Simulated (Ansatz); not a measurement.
BaTiO3: pressure against volume, fitted

```xyz
5
Lattice="3.9841 0.0000 0.0000 0.0000 2.8371 2.8458 0.0000 -2.8371 2.8458" Properties=species:S:1:pos:R:3 pbc="T T T"
Ba    0.0000    0.0000    0.0000
Ti    1.9921    0.0000    2.8908
O     0.0000    0.0000    2.8008
O     1.9921   -1.3936    4.2579
O     1.9921    1.3936    4.2579
```

Atom numbers follow the list: Ba1, Ti2, O3, O4, O5.

Conventional cell: a = 3.984 Å, b = 5.674 Å, c = 5.692 Å, α = 90.00°, β = 90.00°, γ = 90.00°. Ba (atom 1) is surrounded by 12 O at 2.80 to 2.89 Å. Ti (atom 2) is surrounded by 6 O at 1.95 to 2.07 Å. Around O (atom 3) lie 2 Ti at 1.99 Å. O (atom 4) is surrounded by 2 Ti at 1.95 to 2.07 Å.

The cell is COD entry 9016084, as deposited and not checked against the literature; nothing was relaxed.

Spin–orbit coupling is left out, though it moves levels of the heavy atoms by tenths of an eV or more.

All numbers below come from DFT, PBE, all-electron LAPW, scalar-relativistic in Ansatz 0.2.0.

Sampling and basis: a Γ-centred 8×8×8 k mesh, Fermi–Dirac smearing of 0.05 eV, basis error target 1 meV/atom, no spin polarisation.

The cell is scaled evenly. Fractional coordinates are held (clamped ions).

| V (Å³/atom) | P (GPa) |
| --- | --- |
| 12.095 | 14.03 |
| 12.609 | 5.53 |
| 12.738 | 3.68 |
| 12.867 | 1.93 |
| 12.995 | 0.27 |
| 13.124 | -1.30 |
| 13.381 | -4.20 |
| 13.639 | -6.80 |

Question: Fit a third-order Birch–Murnaghan curve to the pressures.

Answer: P = (3B0/2)(y^(7/2) − y^(5/2))[1 + (3/4)(B0′ − 4)(y − 1)] with y = (V0/V)^(2/3) fits within 0.01 GPa for V0 = 13.017 Å³/atom, B0 = 161.8 GPa and B0′ = 4.49.

Question: Predict the pressure at the withheld volume, 12.352 Å³/atom.

Answer: There y = 1.0356, so the fit gives 9.55 GPa; the run gave 9.55 GPa.
